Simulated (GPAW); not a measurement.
Runs of GPAW 26.7.0 on BaTiO3. The structure is tetragonal, space group P4mm (No. 99). The conventional cell has a = 4.000 Å, b = 4.000 Å, c = 4.018 Å, α = 90.00°, β = 90.00°, γ = 90.00°. Ba (site symmetry 4mm) is surrounded by 12 O at 2.79 to 2.88 Å. Around Ti (site symmetry 4mm) lie 6 O at 1.89 to 2.13 Å. O (site symmetry 2mm) is surrounded by 2 Ti at 2.00 Å. Around O (site symmetry 4mm) lie 2 Ti at 1.89 to 2.13 Å. 

| task | level | spin | cell | optimizer | fmax | max steps | target pressure | band path | gap on the mesh (eV) | pressure (GPa) | largest force (eV/Å) |
| --- | --- | --- | --- | --- | --- | --- | --- | --- | --- | --- | --- |
| relaxation of cell and atoms | rSCAN | off | relaxed to 10 GPa | BFGS | 0.05 eV/Å | 40 | 10 GPa | - | (b) | 9.8 | 0.04 |
| band structure | vdW-DF2 | SOC, no magnetisation | as given | - | - | - | - | GXMGZRAZ,XR,MA | (a) | - | 0.19 |
| band structure | vdW-DF-cx | SOC, no magnetisation | as given | - | - | - | - | GXMGZRAZ,XR,MA | 1.78 | - | 0.24 |
| band structure | mBEEF | SOC, no magnetisation | as given | - | - | - | - | GXMGZRAZ,XR,MA | 2.24 | 2.0 | 0.49 |
| relaxation of cell and atoms | TPSS+D3(BJ) | off | relaxed to -2 GPa | LBFGS | 0.02 eV/Å | 100 | -2 GPa | - | 1.91 | -1.8 | 0.01 |
| band structure | TPSS | SOC, no magnetisation | as given | - | - | - | - | GXMGZRAZ,XR,MA | (c) | 1.2 | 0.19 |

Alike in all rows: potentials or basis GPAW PAW data sets (gpaw-data 1.2.1), pw; k mesh 4 × 4 × 4; cutoff (eV) 800; smearing fermi-dirac 0.05 eV.

Estimate the missing entries.

(a) 1.83; (b) 2.27; (c) 1.88.

Caveats: the PAW data sets were made with another functional, which shifts forces and pressure a little; spin-orbit coupling was added after a scalar SCF, so levels and gaps hold it while energy, forces, pressure and moments don't (some runs); this program's spin-orbit splittings come out too wide for heavy elements (some runs); later steps reuse the first step's grids (some runs); spin-orbit coupling is left out, which moves the levels of the heavy elements (some runs).

A k mesh can miss the band edges, and rows without SOC leave out spin-orbit coupling on Ba.

Runs at the PBE level aren't shown here.
